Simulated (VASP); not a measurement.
# Os (Fd-3m) in VASP: a series of runs

Runs on Os. Level: r2SCAN. Tasks: single point, relaxation of cell and atoms.

Program: VASP 6.6.1. These are calculated values, not measurements. Logs are shortened: lines on timing, memory, paths and dates and some standing lists are left out, and cuts for length are marked.

**1. Starting point**

It takes space group Fd-3m (No. 227, cubic). The conventional cell has a = 5.517 Å, b = 5.517 Å, c = 5.517 Å, α = 90.00°, β = 90.00°, γ = 90.00°. Os (site symmetry -43m) is surrounded by 4 Os at 2.39 Å.

The cell was built by a generator and needn't be a form met in nature.

**2. Single point, r2SCAN**

File POSCAR:

```
Os
1.0
    0.0000000000      2.7585911663      2.7585911663
    2.7585911663      0.0000000000      2.7585911663
    2.7585911663      2.7585911663      0.0000000000
Os
2
Direct
    0.5000000000      0.5000000000      0.5000000000
    0.7500000000      0.7500000000      0.7500000000
```

File INCAR.step1:

```
PREC = Accurate ; ENCUT = 520
ISMEAR = 0 ; SIGMA = 0.1
LREAL = F ; LASPH = T
NELM = 100 ; NBANDS = 15
GGA = PE ; ALGO = Normal
EDIFF = 1E-4 ; LWAVE = T
LCHARG = F
```

File INCAR.step2:

```
PREC = Accurate ; ENCUT = 520
EDIFF = 1E-6 ; ISMEAR = 0
SIGMA = 0.1 ; LREAL = F
LASPH = T ; NELM = 100
ALGO = Normal ; ISIF = 2
LWAVE = F ; LCHARG = F
METAGGA = R2SCAN ; LMIXTAU = T
NBANDS = 15 ; ISTART = 1
```

File KPOINTS:

```
regular mesh
0
Gamma
  6 6 6
```

Potentials or basis: VASP PAW PBE potentials, release 64 (Os).

Command:

```sh
$ cat potpaw_PBE.64/Os/POTCAR > POTCAR
$ cp INCAR.step1 INCAR
$ mpirun -np 1 vasp_std > vasp.out
$ cp INCAR.step2 INCAR
$ mpirun -np 1 vasp_std > vasp.out
```

OUTCAR:

```text
PREC = Accurate
   ENCUT = 520
   EDIFF = 1E-6
   ISMEAR = 0
   LREAL = F
   LASPH = T
   NELM = 100
   ISIF = 2
   METAGGA = R2SCAN
   ISTART = 1

 ion  position               nearest neighbor table
   1  0.500  0.500  0.500-   2 2.39   2 2.39   2 2.39   2 2.39
   2  0.750  0.750  0.750-   1 2.39   1 2.39   1 2.39   1 2.39

  LATTYP: Found a face centered cubic cell.
 ALAT       =     5.5171823326

  Lattice vectors:

 A1 = (   0.0000000000,   2.7585911663,   2.7585911663)
 A2 = (   2.7585911663,   0.0000000000,   2.7585911663)
 A3 = (   2.7585911663,   2.7585911663,   0.0000000000)

Analysis of symmetry for initial positions (statically):
=====================================================================
 Subroutine PRICEL returns:
 Original cell was already a primitive cell.

 Routine SETGRP: Setting up the symmetry group for a
 face centered cubic supercell.

 Subroutine GETGRP returns: Found 48 space group operations
 (whereof 24 operations were pure point group operations)
 out of a pool of 48 trial point group operations.

The static configuration has the point symmetry T_d .
 The point group associated with its full space group is O_h .

Analysis of symmetry for dynamics (positions and initial velocities):
=====================================================================
 Subroutine PRICEL returns:
 Original cell was already a primitive cell.

 Routine SETGRP: Setting up the symmetry group for a
 face centered cubic supercell.

 Subroutine GETGRP returns: Found 48 space group operations
 (whereof 24 operations were pure point group operations)
 out of a pool of 48 trial point group operations.

The dynamic configuration has the point symmetry T_d .
 The point group associated with its full space group is O_h .

 Subroutine INISYM returns: Found 48 space group operations
 (whereof 24 operations are pure point group operations),
 and found     1 'primitive' translations

----------------------------------------------------------------------------------------

                                     Primitive cell

  volume of cell :      41.9848

  direct lattice vectors                    reciprocal lattice vectors
     0.000000000  2.758591166  2.758591166    -0.181251940  0.181251940  0.181251940
     2.758591166  0.000000000  2.758591166     0.181251940 -0.181251940  0.181251940
     2.758591166  2.758591166  0.000000000     0.181251940  0.181251940 -0.181251940

  length of vectors
     3.901237040  3.901237040  3.901237040     0.313937569  0.313937569  0.313937569

  position of ions in fractional coordinates (direct lattice)
     0.500000000  0.500000000  0.500000000
     0.750000000  0.750000000  0.750000000

  ion indices of the primitive-cell ions
   primitive index   ion index
                 1           1
                 2           2

----------------------------------------------------------------------------------------

 KPOINTS: regular mesh

Automatic generation of k-mesh.
 Grid dimensions read from file:
 generate k-points for:    6    6    6

 Generating k-lattice:

  Cartesian coordinates                     Fractional coordinates (reciprocal lattice)
    -0.030208657  0.030208657  0.030208657     0.166666667  0.000000000  0.000000000
     0.030208657 -0.030208657  0.030208657     0.000000000  0.166666667  0.000000000
     0.030208657  0.030208657 -0.030208657     0.000000000  0.000000000  0.166666667

  Length of vectors
     0.052322928  0.052322928  0.052322928

  Shift w.r.t. Gamma in fractional coordinates (k-lattice)
     0.000000000  0.000000000  0.000000000

 Subroutine IBZKPT returns following result:
 ===========================================

 Found     16 irreducible k-points:

 Following reciprocal coordinates:
            Coordinates               Weight
  0.000000  0.000000  0.000000      1.000000
  0.166667  0.000000  0.000000      8.000000
  0.333333  0.000000  0.000000      8.000000
  0.500000  0.000000  0.000000      4.000000
  0.166667  0.166667  0.000000      6.000000
  0.333333  0.166667  0.000000     24.000000
[... 8 lines left out ...]
 -0.333333  0.333333  0.166667     24.000000
 -0.333333  0.500000  0.166667     12.000000
   k-points           NKPTS =     16   k-points in BZ     NKDIM =     16   number of bands    NBANDS=     15
   number of dos      NEDOS =    301   number of ions     NIONS =      2
   total plane-waves  NPLWV =  27000
   dimension x,y,z NGX =    30 NGY =   30 NGZ =   30
   dimension x,y,z NGXF=    60 NGYF=   60 NGZF=   60
   ions per type =               2
   NGX,Y,Z   is equivalent  to a cutoff of  12.78, 12.78, 12.78 a.u.
   NGXF,Y,Z  is equivalent  to a cutoff of  25.57, 25.57, 25.57 a.u.
 SYSTEM =  unknown system
   PREC   = accura    normal or accurate (medium, high low for compatibility)
   ISTART =      1    job   : 0-new  1-cont  2-samecut
   ICHARG =      0    charge: 1-file 2-atom 10-const
   ISPIN  =      1    spin polarized calculation?
   LNONCOLLINEAR =      F non collinear calculations
   LSORBIT =      F    spin-orbit coupling
   LASPH  =      T    aspherical Exc in radial PAW
   ENCUT  =  520.0 eV  38.22 Ry    6.18 a.u.   7.25  7.25  7.25*2*pi/ulx,y,z
   NELM   =    100;   NELMIN=  2; NELMDL=  0     # of ELM steps
   EDIFF  = 0.1E-05   stopping-criterion for ELM
   LREAL  =      F    real-space projection
[... 7 lines left out ...]
   TEBEG  =    0.0;   TEEND  =   0.0 temperature during run
   PSTRESS=    0.0 pullay stress
   NELECT =      16.0000    total number of electrons
   NUPDOWN=      -1.0000    fix difference up-down
   EMIN   =  10.00;   EMAX   =-10.00  energy-range for DOS
   EFERMI =   0.00;   METHOD = LEGACY
   ISMEAR =     0;   SIGMA  =   0.10  broadening in eV -4-tet -1-fermi 0-gaus
   EFERMI_NEDOS =   21; number of points for ismear=-14 and -15
   IALGO  =     38    algorithm
   IMIX   =      4    mixing-type and parameters
     AMIX     =   0.40;   BMIX     =  1.00
     AMIX_MAG =   1.60;   BMIX_MAG =  1.00
  volume/ion in A,a.u.               =      20.99       141.66
  Fermi-wavevector in a.u.,A,eV,Ry     =   1.186909  2.242933 19.167253  1.408753
  Thomas-Fermi vector in A             =   2.323072
   LORBIT       =      0    0 simple, 1 ext, 2 COOP (PROOUT), +10 PAW based schemes
   METAGGA = R2SCAN    functional components
   LHFCALC =     F    Hartree Fock is set to
   AEXX    =    0.0000 exact exchange contribution
   IVDW    =     0    specifies the selected vdW correction
   LEPSILON=     F    determine dielectric tensor
   LRPA    =     F    only Hartree local field effects (RPA)
 non-spin polarized calculation
 Gauss-broadening in eV      SIGMA  =   0.10
  energy-cutoff  :      520.00
  volume of cell :       41.98
 maximum number of plane-waves:      1158
 NGX is ok and might be reduce to    30
   NGX = 15   NGY = 15   NGZ = 15

 number of electron      16.0000000 magnetization

 Free energy of the ion-electron system (eV)
  ---------------------------------------------------
  ext. energy  EPLUGINS =         0.00000000
  ---------------------------------------------------
  free energy    TOTEN  =      -103.52914967 eV

  energy without entropy =     -103.51873422  energy(sigma->0) =     -103.52394194

 E-fermi :   4.4696     XC(G=0): -12.1608

 val. band max:        4.2710101147   @ k =   0.5000   0.3333   0.1667
 cond. band min:       4.5160315576   @ k =   0.5000   0.1667   0.0000
 fundamental gap:      0.2450214429
 Fermi energy:         4.4696317917

 k-point     1 :       0.0000    0.0000    0.0000
  band No.  band energies     occupation
      1      -3.5126      2.00000
      2      -0.0566      2.00000
      3      -0.0566      2.00000
      4       0.6022      2.00000
      5       0.6022      2.00000
      6       0.6022      2.00000
      7       3.8869      2.00000
      8       3.8869      2.00000
      9       3.8869      2.00000
     10       7.1536      0.00000
     11       7.1536      0.00000
     12      16.5592      0.00000
     13      16.5761      0.00000
     14      17.9345      0.00000
     15      17.9345      0.00000

 k-point     2 :       0.1667    0.0000    0.0000
  band No.  band energies     occupation
      1      -2.9921      2.00000
      2      -0.2433      2.00000
      3      -0.2433      2.00000
      4       0.5459      2.00000
      5       0.9693      2.00000
      6       0.9693      2.00000
      7       3.3609      2.00000
      8       3.8444      2.00000
      9       3.8444      2.00000
     10       7.0965      0.00000
     11       7.0965      0.00000
     12      14.2973      0.00000
     13      15.8313      0.00000
     14      17.3345      0.00000
     15      17.3345      0.00000

 k-point     3 :       0.3333    0.0000    0.0000
  band No.  band energies     occupation
      1      -1.7536      2.00000
      2      -0.1574      2.00000
      3      -0.1574      2.00000
      4       0.4135      2.00000
      5       0.9559      2.00000
      6       0.9559      2.00000
      7       2.6924      2.00000
      8       4.2475      1.99832
      9       4.2475      1.99832
     10       6.8012      0.00000
     11       6.8012      0.00000
     12       9.8806      0.00000
     13      15.1040      0.00000
     14      15.5296      0.00000
     15      15.5296      0.00000
[... 199 lines left out ...]
 k-point    15 :      -0.3333    0.3333    0.1667
  band No.  band energies     occupation
      1      -0.8043      2.00000
      2      -0.6469      2.00000
      3       0.0976      2.00000
      4       0.4506      2.00000
      5       1.4525      2.00000
      6       1.6703      2.00000
      7       3.0664      2.00000
      8       3.3018      2.00000
      9       5.7813      0.00000
     10       6.7109      0.00000
     11       7.1244      0.00000
     12       7.5339      0.00000
     13       9.8868      0.00000
     14      10.8402      0.00000
     15      17.4229      0.00000

 k-point    16 :      -0.3333    0.5000    0.1667
  band No.  band energies     occupation
      1      -0.8115      2.00000
      2      -0.8115      2.00000
      3       0.4694      2.00000
      4       0.4694      2.00000
      5       1.8702      2.00000
      6       1.8702      2.00000
      7       2.7064      2.00000
      8       2.7064      2.00000
      9       7.1054      0.00000
     10       7.1054      0.00000
     11       7.7763      0.00000
     12       7.7763      0.00000
     13       8.5109      0.00000
     14       8.5109      0.00000
     15      18.1245      0.00000

------------------------ aborting loop because EDIFF is reached ----------------------------------------

  FORCE on cell =-STRESS in cart. coord.  units (eV):
  Direction    XX          YY          ZZ          XY          YZ          ZX
  --------------------------------------------------------------------------------------
  -------------------------------------------------------------------------------------
  Total       -0.2937663     -0.2937663     -0.2937663     -0.0000000     -0.0000000     -0.0000000
  in kB      -11.2103838    -11.2103838    -11.2103838     -0.0000000     -0.0000000     -0.0000000
  external PRESSURE =     -11.2103838 kB  Pullay stress =       0.0000000 kB

 VOLUME and BASIS-vectors are now :
 -----------------------------------------------------------------------------
  energy-cutoff  :      520.00
  volume of cell :       41.98
      direct lattice vectors                 reciprocal lattice vectors
     0.000000000  2.758591166  2.758591166    -0.181251940  0.181251940  0.181251940
     2.758591166  0.000000000  2.758591166     0.181251940 -0.181251940  0.181251940
     2.758591166  2.758591166  0.000000000     0.181251940  0.181251940 -0.181251940

 POSITION                                       TOTAL-FORCE (eV/Angst)
 -----------------------------------------------------------------------------------
      2.75859      2.75859      2.75859        -0.000000     -0.000000     -0.000000
      4.13789      4.13789      4.13789         0.000000      0.000000      0.000000
 -----------------------------------------------------------------------------------
    total drift:                                0.000000     -0.000000     -0.000000

  FREE ENERGIE OF THE ION-ELECTRON SYSTEM (eV)
  ---------------------------------------------------
  free  energy   TOTEN  =      -103.5291496658 eV

  energy  without entropy=     -103.5187342228  energy(sigma->0) =     -103.52394194
```

It took 36 s on 1 thread of Intel Xeon 6975P-C (Granite Rapids), shared host; peak memory 0.17 GiB.

Results:

* Free energy: -103.5291 eV
* Pressure: -1.1 GPa
* Band gap on the k mesh: none (metal or under the smearing width)

Caveat: the PAW data sets were made with another functional, which shifts forces and pressure a little. The run has no spin-orbit coupling, so splittings on Os are missing.

(Continued in part 2 of 2.)
